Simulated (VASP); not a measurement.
Crystal: HfO2.

```
Hf O
1.0
     0.00000    2.55750    2.55750
     2.55750    0.00000    2.55750
     2.55750    2.55750    0.00000
Hf O
1 2
Cartesian
  0.0000 0.0000 0.0000
  3.8363 3.8363 3.8363
  1.2788 1.2788 1.2788
```

Measurements of this composition are mostly on another form, of space group No. 14.

Base run:

```yaml
Program: VASP 6.6.1
Functional: HSE03
Potentials_or_basis: VASP PAW PBE potentials, release 64 (Hf_pv, O)
Cutoff: 520 eV
k_mesh: 6 × 6 × 6
Occupations: gaussian, width 0.02 eV
Spin: no spin polarisation
```

Its results: band gap on the k mesh 5.00 eV, direct; pressure -13.0 GPa.

Q: The run is repeated on the same cell with these changes: functional from HSE03 to r2SCAN-EpsX. What comes out?

A: Band gap on the k mesh 5.82 eV, direct; pressure -15.5 GPa.

Caveats: spin-orbit coupling is left out, which moves the levels of the heavy elements; the PAW data sets were made with another functional, which shifts forces and pressure a little (some runs); so large a pressure means that the cell lies far from this level's equilibrium, or that cutoff or potentials fall short (some runs); the potentials were made for another functional, which shifts forces and pressure (some runs).
